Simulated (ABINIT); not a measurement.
# CdSe (Cadmoselite) (P6_3mc) in ABINIT: further runs

The runs below take CdSe (Cadmoselite) through single point, with BLYP, r2SCAN, SCAN, revPBE, PW91, WC.

Program: ABINIT 10.8.3 (patched build). These are calculated values, not measurements. Logs are shortened: lines on timing, memory, paths and dates and some standing lists are left out, and cuts for length are marked. The log counts tension as positive stress, the text compression.

**Measured values to compare with.**

A printed reference work, data compilation reports, for a bulk crystal of CdSe at 2 K: band gap 1.841 eV.

How close the calculation comes is told below.

### Step 1. The structure

The structure is hexagonal, space group P6_3mc (No. 186). Conventional cell: a = 4.300 Å, b = 4.300 Å, c = 7.020 Å, α = 90.00°, β = 90.00°, γ = 120.00°. Around Cd (site symmetry 3m) lie 4 Se at 2.61 to 2.70 Å. Se (site symmetry 3m) is surrounded by 4 Cd at 2.61 to 2.70 Å.

### Step 2. Single point, BLYP

Input file run.abi:

```
pp_dirpath "./"
pseudos "Cd.GGA_PBE-JTH.xml, Se.GGA_PBE-JTH.xml"

acell 4.3 4.3 7.02 Angstrom
rprim
     1.0000000000     0.0000000000     0.0000000000
    -0.5000000000     0.8660254038     0.0000000000
     0.0000000000     0.0000000000     1.0000000000
ntypat 2
znucl 48 34
natom 4
typat 1 1 2 2
xcart
     4.0629111684     2.3457228563     6.6329386974
    -0.0000000004     4.6914457133     0.0000000000
     4.0629111684     2.3457228563    11.7403014945
    -0.0000000004     4.6914457133     5.1073627970

ecut 26.0
pawecutdg 48.0
pawxcdev 0

kptopt 1
ngkpt 7 7 4
nshiftk 1
shiftk 0.0 0.0 0.0

ixc -106131

nband 22
occopt 3
tsmear 0.05 eV

nstep 100
tolvrs 1.0e-9

iomode 3
prtwf 0
prteig 0
prtebands 0
enunit 2
prtvol 2
prtden 1
prtvha 1
prtvclmb 1
prtpot 1
```

Potentials or basis: JTH PAW PBE v2.0.

On the command line:

```sh
abinit run.abi > log 2>&1
```

run.abo:

```text
.Version 10.8.3 of ABINIT
 Symmetries : space group P6_3 m c (#186); Bravais hP (primitive hexag.)
================================================================================
 Values of the parameters that define the memory need of the present run
     intxc =       0    ionmov =       0      iscf =      17    lmnmax =      18
     lnmax =       6     mgfft =      64  mpssoang =       3    mqgrid =    4138
     natom =       4  nloc_mem =       2    nspden =       1   nspinor =       1
    nsppol =       1      nsym =      12    n1xccc =       1    ntypat =       2
    occopt =       3   xclevel =       2
       mpw =        4830          nfft =      102400          nkpt =          24
 PAW method is used; the additional fine FFT grid is defined by:
   mgfftf=        90    nfftf =    262440
================================================================================
================================================================================

--------------------------------------------------------------------------------
------------- Echo of variables that govern the present computation ------------
--------------------------------------------------------------------------------
 -outvars: echo values of preprocessed input variables --------
            acell      8.1258223414E+00  8.1258223414E+00  1.3265877404E+01 Bohr
              amu      1.12411000E+02  7.89600000E+01
             ecut      2.60000000E+01 Hartree
           enunit           2
              ixc     -106131
         kptrlatt        7    0    0      0    7    0      0    0    4
          kptrlen      5.30635096E+01
            natom           4
            nband          22
            ngfft          40      40      64
          ngfftdg          54      54      90
             nkpt          24
            nstep         100
             nsym          12
           ntypat           2
           occopt           3
        pawecutdg      4.80000000E+01 Hartree
         pawxcdev           0
        prtebands           0
           prteig           0
           prtpot           1
         prtvclmb           1
           prtvha           1
           prtvol           2
            prtwf           0
            rprim      1.0000000000E+00  0.0000000000E+00  0.0000000000E+00
                      -5.0000000000E-01  8.6602540380E-01  0.0000000000E+00
                       0.0000000000E+00  0.0000000000E+00  1.0000000000E+00
          spgroup         186
           tolvrs      1.00000000E-09
           tsmear      1.83746611E-03 Hartree
            typat      1  1  2  2
           useylm           1
           xangst      2.1499999993E+00  1.2413030775E+00  3.5100000000E+00
                      -7.1484707426E-10  2.4826061563E+00  0.0000000000E+00
                       2.1499999993E+00  1.2413030775E+00  6.2126999982E+00
                      -7.1484707426E-10  2.4826061563E+00  2.7026999982E+00
            xcart      4.0629111694E+00  2.3457228557E+00  6.6329387019E+00
                      -1.3508651923E-09  4.6914457139E+00  0.0000000000E+00
                       4.0629111694E+00  2.3457228557E+00  1.1740301499E+01
                      -1.3508651923E-09  4.6914457139E+00  5.1073627970E+00
             xred      6.6666666633E-01  3.3333333299E-01  5.0000000000E-01
                       3.3333333300E-01  6.6666666632E-01  0.0000000000E+00
                       6.6666666633E-01  3.3333333299E-01  8.8499999974E-01
                       3.3333333300E-01  6.6666666632E-01  3.8499999974E-01
            znucl       48.00000   34.00000

================================================================================

 chkinp: Checking input parameters for consistency.

================================================================================
== DATASET  1 ==================================================================

--- !DatasetInfo
iteration_state: {dtset: 1, }
dimensions: {natom: 4, nkpt: 24, mband: 22, nsppol: 1, nspinor: 1, nspden: 1, mpw: 4830, }
[... 263 lines left out ...]
[... 28 lines left out ...]
 -10.38318  -10.38318   -5.97985   -5.97985   -5.95585   -5.95585   -5.81411   -5.81411
  -5.72764   -5.72764   -5.50549   -5.50549   -1.95944   -1.95944    0.19409    0.19409
   0.65792    0.65792    5.40566    5.40566    7.00525    7.00525
 kpt#  23, nband= 22, wtk=  0.03061, kpt=  0.4286  0.1429  0.5000 (reduced coord)
 -10.34001  -10.34001   -5.96079   -5.96079   -5.94851   -5.94851   -5.78660   -5.78660
  -5.72739   -5.72739   -5.39149   -5.39149   -2.32742   -2.32742   -0.02842   -0.02842
   0.72787    0.72787    5.23971    5.23971    7.00286    7.00286
 kpt#  24, nband= 22, wtk=  0.03061, kpt=  0.2857  0.2857  0.5000 (reduced coord)
 -10.33009  -10.33009   -5.95391   -5.95391   -5.93621   -5.93621   -5.78837   -5.78837
  -5.74454   -5.74454   -5.35479   -5.35479   -2.23951   -2.23951   -0.45130   -0.45130
   0.77983    0.77983    5.58962    5.58962    7.65088    7.65088
 Total charge density [el/Bohr^3]
)     Maximum=    7.6610E-01  at reduced coord.    0.6667    0.3333    0.5000
)Next maximum=    7.6610E-01  at reduced coord.    0.3333    0.6667    0.0000
)     Minimum=   -1.3985E-02  at reduced coord.    0.3333    0.6667    0.3889
)Next minimum=   -1.3985E-02  at reduced coord.    0.6667    0.3333    0.8889
   Integrated=    3.6000E+01

--- !EnergyTerms
iteration_state     : {dtset: 1, }
comment             : Components of total free energy in Hartree
kinetic             :  3.26558160564406E+01
hartree             :  2.99029408206982E+01
xc                  : -1.89068642333265E+01
Ewald energy        : -8.17469324726235E+01
psp_core            :  5.41282184876845E+00
local_psp           : -9.01219132745062E+01
PAW spherical_terms :  8.65380505988325E+00
internal            : -1.14150326194666E+02
'-kT*entropy'       : -1.16609646355548E-06
total_energy        : -1.14150327360762E+02
total_energy_eV     : -3.10618864791887E+03
...

--- !EnergyTermsDC
iteration_state     : {dtset: 1, }
comment             : '"Double-counting" decomposition of free energy'
band_energy         : -5.90337201969876E+00
Ewald energy        : -8.17469324726235E+01
psp_core            :  5.41282184876845E+00
xc_dc               : -3.40595560545412E+01
PAW spherical_terms :  2.14669961104754E+00
internal            : -1.14150339087047E+02
'-kT*entropy'       : -1.16609646355548E-06
total_energy_dc     : -1.14150340253144E+02
total_energy_dc_eV  : -3.10618899873845E+03
...

--- !EnergyTermsWithPAWCore
iteration_state     : {dtset: 1, }
comment             : 'Components of total free energy, including PAW core contributions'
Total energy        : -1.60515881140887E+04
Total energy DC     : -1.60515881269811E+04
Total energy (eV)   : -4.36785964033865E+05
Total energy DC (eV): -4.36785964384684E+05
...

 Cartesian components of stress tensor (hartree/bohr^3)
  sigma(1 1)= -2.25150486E-04  sigma(3 2)=  0.00000000E+00
  sigma(2 2)= -2.25150486E-04  sigma(3 1)=  0.00000000E+00
  sigma(3 3)= -1.53093177E-04  sigma(2 1)=  0.00000000E+00

-Cartesian components of stress tensor (GPa)         [Pressure=  5.9175E+00 GPa]
- sigma(1 1)= -6.62415599E+00  sigma(3 2)=  0.00000000E+00
- sigma(2 2)= -6.62415600E+00  sigma(3 1)=  0.00000000E+00
- sigma(3 3)= -4.50415678E+00  sigma(2 1)=  0.00000000E+00

== END DATASET(S) ==============================================================
================================================================================

 -outvars: echo values of variables after computation  --------
            acell      8.1258223414E+00  8.1258223414E+00  1.3265877404E+01 Bohr
           etotal     -1.1415034025E+02
            fcart     -2.6509516059E-28 -1.5305276232E-28  5.9583307900E-03
                       2.6509516059E-28  1.5305276232E-28  5.9583307900E-03
                      -0.0000000000E+00 -0.0000000000E+00 -5.9583307900E-03
                      -0.0000000000E+00 -0.0000000000E+00 -5.9583307900E-03
            rprim      1.0000000000E+00  0.0000000000E+00  0.0000000000E+00
                      -5.0000000000E-01  8.6602540380E-01  0.0000000000E+00
                       0.0000000000E+00  0.0000000000E+00  1.0000000000E+00
           strten     -2.2515048592E-04 -2.2515048617E-04 -1.5309317741E-04
                       0.0000000000E+00  0.0000000000E+00  0.0000000000E+00
           xangst      2.1499999993E+00  1.2413030775E+00  3.5100000000E+00
                      -7.1484707426E-10  2.4826061563E+00  0.0000000000E+00
                       2.1499999993E+00  1.2413030775E+00  6.2126999982E+00
                      -7.1484707426E-10  2.4826061563E+00  2.7026999982E+00
             xred      6.6666666633E-01  3.3333333299E-01  5.0000000000E-01
                       3.3333333300E-01  6.6666666632E-01  0.0000000000E+00
                       6.6666666633E-01  3.3333333299E-01  8.8499999974E-01
                       3.3333333300E-01  6.6666666632E-01  3.8499999974E-01
 Calculation completed.
```

Wall time 2.5 min (1 thread of Arm Neoverse V1, shared host); peak memory 0.27 GiB.

What came out:

```
Free energy                                           : -3106.1890 eV
Pressure                                              : 5.9 GPa
Largest force                                         : 0.306 eV/Å
Band gap on the k mesh                                : 0.62 eV, direct
Valence electrons inside the program's atomic spheres : Cd 10.47; Se 4.00
```

Forces on the atoms (eV/Å):
```
Cd   0.000  0.000  0.306
Cd   0.000  0.000  0.306
Se   0.000  0.000 -0.306
Se   0.000  0.000 -0.306
```

Levels at points of the mesh, in eV from the valence-band top:
| k point | band 15 | band 16 | band 17 | band 18 | band 19 | band 20 | band 21 | band 22 |
| --- | --- | --- | --- | --- | --- | --- | --- | --- |
| (0.00, 0.00, 0.00) | -0.71 | -0.02 | 0.00 | 0.00 | 0.62 | 2.05 | 5.90 | 5.90 |
| (0.00, 0.00, 0.50) | -0.37 | -0.37 | -0.37 | -0.37 | 2.26 | 2.26 | 5.86 | 5.86 |

Caveat: the PAW data sets were made with another functional, which shifts forces and pressure a little.

### Step 3. Single point, r2SCAN

Edit run.abi of step 2 so:

```diff
@@ -20,3 +20,2 @@
 pawecutdg 48.0
-pawxcdev 0
 
@@ -27,3 +26,5 @@
 
-ixc -106131
+ixc -497498
+usekden 1
+pawxcdev 0
 
@@ -34,3 +35,3 @@
 nstep 100
-tolvrs 1.0e-9
+tolvrs 1.0e-7
```

Potentials or basis: JTH PAW PBE v2.0.

On the command line:

```sh
abinit run.abi > log 2>&1
```

Wall time 6.4 min (1 thread of Arm Neoverse V1, shared host); peak memory 0.34 GiB.

It converged, with:

- Free energy: -1540.2768 eV
- Pressure: 1.4 GPa
- Largest force: 0.282 eV/Å
- Band gap on the k mesh: 1.17 eV, direct
- Valence electrons inside the program's atomic spheres: Cd 10.43; Se 4.00

Forces in eV/Å, atoms in the order of the input:
```
Cd   0.000  0.000  0.282
Cd   0.000  0.000  0.282
Se   0.000  0.000 -0.282
Se   0.000  0.000 -0.282
```

Stress tensor (GPa, compression positive):
```
2.09 0.00 0.00
0.00 2.09 0.00
0.00 0.00 0.00
```

Levels at points of the mesh, in eV from the valence-band top:
```
           k point  band 15  band 16  band 17  band 18  band 19  band 20  band 21  band 22
(0.00, 0.00, 0.00)    -0.73    -0.02     0.00     0.00     1.17     2.57     6.39     6.39
(0.00, 0.00, 0.50)    -0.38    -0.38    -0.38    -0.38     2.78     2.78     6.27     6.27
```

Caveat: totals of a meta-GGA on PAW files have another zero than those of a GGA; the PAW data sets were made with another functional, which shifts forces and pressure a little.

### Step 4. Single point, SCAN

Edit run.abi of step 3 so:

```diff
@@ -26,3 +26,3 @@
 
-ixc -497498
+ixc -263267
 usekden 1
```

On the command line:

```sh
abinit run.abi > log 2>&1
```

It took 6.2 min on 1 thread of Arm Neoverse V1, shared host; peak memory 0.34 GiB.

The run converged. Its results:

```yaml
Free_energy: -1590.6967 eV
Pressure: 0.7 GPa
Largest_force: 0.192 eV/Å
Band_gap_on_the_k_mesh: 0.99 eV, direct
Valence_electrons_inside_the_program's_atomic_spheres: Cd 10.44; Se 4.00
```

Forces in eV/Å, atoms in the order of the input:
```
Cd   0.000  0.000  0.192
Cd   0.000  0.000  0.192
Se   0.000  0.000 -0.192
Se   0.000  0.000 -0.192
```

Stress tensor (GPa, compression positive):
```
 1.37  0.00  0.00
 0.00  1.37  0.00
 0.00  0.00 -0.58
```

Levels at points of the mesh, in eV from the valence-band top:
| k point | band 15 | band 16 | band 17 | band 18 | band 19 | band 20 | band 21 | band 22 |
| --- | --- | --- | --- | --- | --- | --- | --- | --- |
| (0.00, 0.00, 0.00) | -0.73 | -0.02 | 0.00 | 0.00 | 0.99 | 2.39 | 6.34 | 6.34 |
| (0.00, 0.00, 0.50) | -0.38 | -0.38 | -0.38 | -0.38 | 2.60 | 2.60 | 6.13 | 6.13 |

Caveat: totals of a meta-GGA on PAW files have another zero than those of a GGA; the PAW data sets were made with another functional, which shifts forces and pressure a little.

### Step 5. Single point, revPBE

Edit run.abi of step 4 so:

```diff
@@ -20,2 +20,3 @@
 pawecutdg 48.0
+pawxcdev 0
 
@@ -26,5 +27,3 @@
 
-ixc -263267
-usekden 1
-pawxcdev 0
+ixc 14
 
@@ -35,3 +34,3 @@
 nstep 100
-tolvrs 1.0e-7
+tolvrs 1.0e-9
```

On the command line:

```sh
abinit run.abi > log 2>&1
```

Wall time 2 min (1 thread of Arm Neoverse V1, shared host); peak memory 0.26 GiB.

It converged, with:

```yaml
Free_energy: -3107.6625 eV
Pressure: 4.4 GPa
Largest_force: 0.289 eV/Å
Band_gap_on_the_k_mesh: 0.82 eV, direct
Valence_electrons_inside_the_program's_atomic_spheres: Cd 10.45; Se 3.98
```

Forces on the atoms (eV/Å):
```
Cd   0.000  0.000  0.289
Cd   0.000  0.000  0.289
Se   0.000  0.000 -0.289
Se   0.000  0.000 -0.289
```

Stress tensor (GPa, compression positive):
```
5.09 0.00 0.00
0.00 5.09 0.00
0.00 0.00 2.94
```

Levels at points of the mesh, in eV from the valence-band top:
```tsv
k point	band 15	band 16	band 17	band 18	band 19	band 20	band 21	band 22
(0.00, 0.00, 0.00)	-0.71	-0.01	0.00	0.00	0.82	2.20	5.94	5.94
(0.00, 0.00, 0.50)	-0.37	-0.37	-0.37	-0.37	2.42	2.42	5.92	5.92
```

Caveat: the PAW data sets were made with another functional, which shifts forces and pressure a little.

### Step 6. Single point, PW91

Edit run.abi of step 5 so:

```diff
@@ -27,3 +27,3 @@
 
-ixc 14
+ixc -109134
```

Potentials or basis: JTH PAW PBE v2.0.

On the command line:

```sh
abinit run.abi > log 2>&1
```

It took 2.3 min on 1 thread of Arm Neoverse V1, shared host; peak memory 0.27 GiB.

The run converged. Its results:

| Quantity | Value |
| --- | --- |
| Free energy | -3115.6292 eV |
| Pressure | 2.7 GPa |
| Largest force | 0.285 eV/Å |
| Band gap on the k mesh | 0.65 eV, direct |
| Valence electrons inside the program's atomic spheres | Cd 10.46; Se 3.98 |

Forces on the atoms (eV/Å):
```
Cd   0.000  0.000  0.285
Cd   0.000  0.000  0.285
Se   0.000  0.000 -0.285
Se   0.000  0.000 -0.285
```

Stress tensor (GPa, compression positive):
```
3.41 0.00 0.00
0.00 3.41 0.00
0.00 0.00 1.38
```

Levels at points of the mesh, in eV from the valence-band top:
```csv
k point,band 16,band 17,band 18,band 19,band 20,band 21
"(0.00, 0.00, 0.00)",-0.01,0.00,0.00,0.65,2.08,5.88
"(0.00, 0.00, 0.50)",-0.37,-0.37,-0.37,2.30,2.30,5.80
```

Caveat: the PAW data sets were made with another functional, which shifts forces and pressure a little.

### Step 7. Single point, WC

Edit run.abi of step 6 so:

```diff
@@ -27,3 +27,3 @@
 
-ixc -109134
+ixc 23
```

On the command line:

```sh
abinit run.abi > log 2>&1
```

It took 3.7 min on 1 thread of Arm Neoverse V1, shared host; peak memory 0.26 GiB.

It converged, with:

| Quantity | Value |
| --- | --- |
| Free energy | -3113.7082 eV |
| Pressure | 0.1 GPa |
| Largest force | 0.271 eV/Å |
| Band gap on the k mesh | 0.54 eV, direct |
| Valence electrons inside the program's atomic spheres | Cd 10.45; Se 3.96 |

Forces in eV/Å, atoms in the order of the input:
```
Cd   0.000  0.000  0.271
Cd   0.000  0.000  0.271
Se   0.000  0.000 -0.271
Se   0.000  0.000 -0.271
```

Stress tensor (GPa, compression positive):
```
 0.78  0.00  0.00
 0.00  0.78  0.00
 0.00  0.00 -1.12
```

Levels at points of the mesh, in eV from the valence-band top:
```
           k point  band 16  band 17  band 18  band 19  band 20  band 21
(0.00, 0.00, 0.00)    -0.01     0.00     0.00     0.54     1.99     5.80
(0.00, 0.00, 0.50)    -0.38    -0.38    -0.38     2.21     2.21     5.70
```

Caveat: the PAW data sets were made with another functional, which shifts forces and pressure a little.

### Step 8. Overview

```tsv
level	gap on the mesh (eV)	pressure (GPa)	largest force (eV/Å)
BLYP	0.62	5.9	0.31
r2SCAN	1.17	1.4	0.28
SCAN	0.99	0.7	0.19
revPBE	0.82	4.4	0.29
PW91	0.65	2.7	0.28
WC	0.54	0.1	0.27
```

Alike in all rows: task single point; potentials or basis JTH PAW PBE v2.0; no spin polarisation; cell as given; k mesh 7 × 7 × 4; cutoff (eV) 707; smearing fermi-dirac 0.05 eV.

On the cell as given the gap runs from 0.54 eV (WC) to 1.17 eV (r2SCAN). The pressure there spans 0.1 GPa (WC) to 5.9 GPa (BLYP); a positive pressure means that this level wants a larger cell, a negative one a smaller.

Caveats: the PAW data sets were made with another functional, which shifts forces and pressure a little; totals of a meta-GGA on PAW files have another zero than those of a GGA (some runs).

Total energies depend on the potentials used, so only differences within one code and one set of settings carry meaning.

### Step 9. Against experiment

Step 2. A measured gap of CdSe is 1.841 eV (2 K; a printed reference work, data compilation); the calculated 0.62 eV misses it by -1.23 eV. So large a miss can be the level of theory's own, or it may mean another phase, state or a wrong row. Spin-orbit coupling on Cd, Se is left out. The value is that of BLYP, without temperature or zero-point motion. Semilocal functionals fall short of measured gaps as a rule.

Step 3. Measured gap of CdSe: 1.841 eV (2 K; a printed reference work, data compilation). This calculation gives 1.17 eV (-0.67 eV). Spin-orbit coupling on Cd, Se is left out. The value is that of r2SCAN, without temperature or zero-point motion.

Step 4. Against the measured gap of CdSe, 1.841 eV (2 K; a printed reference work, data compilation), the calculated 0.99 eV is off by -0.85 eV. Spin-orbit coupling on Cd, Se is left out. The value is that of SCAN, without temperature or zero-point motion.

Step 5. Against the measured gap of CdSe, 1.841 eV (2 K; a printed reference work, data compilation), the calculated 0.82 eV is off by -1.02 eV. So large a miss can be the level of theory's own, or it may mean another phase, state or a wrong row. Spin-orbit coupling on Cd, Se is left out. The value is that of revPBE, without temperature or zero-point motion. Semilocal functionals fall short of measured gaps as a rule.

Step 6. Measured gap of CdSe: 1.841 eV (2 K; a printed reference work, data compilation). This calculation gives 0.65 eV (-1.19 eV). So large a miss can be the level of theory's own, or it may mean another phase, state or a wrong row. Spin-orbit coupling on Cd, Se is left out. The value is that of PW91, without temperature or zero-point motion. Semilocal functionals fall short of measured gaps as a rule.

Step 7. Measured gap of CdSe: 1.841 eV (2 K; a printed reference work, data compilation). This calculation gives 0.54 eV (-1.30 eV). So large a miss can be the level of theory's own, or it may mean another phase, state or a wrong row. Spin-orbit coupling on Cd, Se is left out. The value is that of WC, without temperature or zero-point motion. Semilocal functionals fall short of measured gaps as a rule.
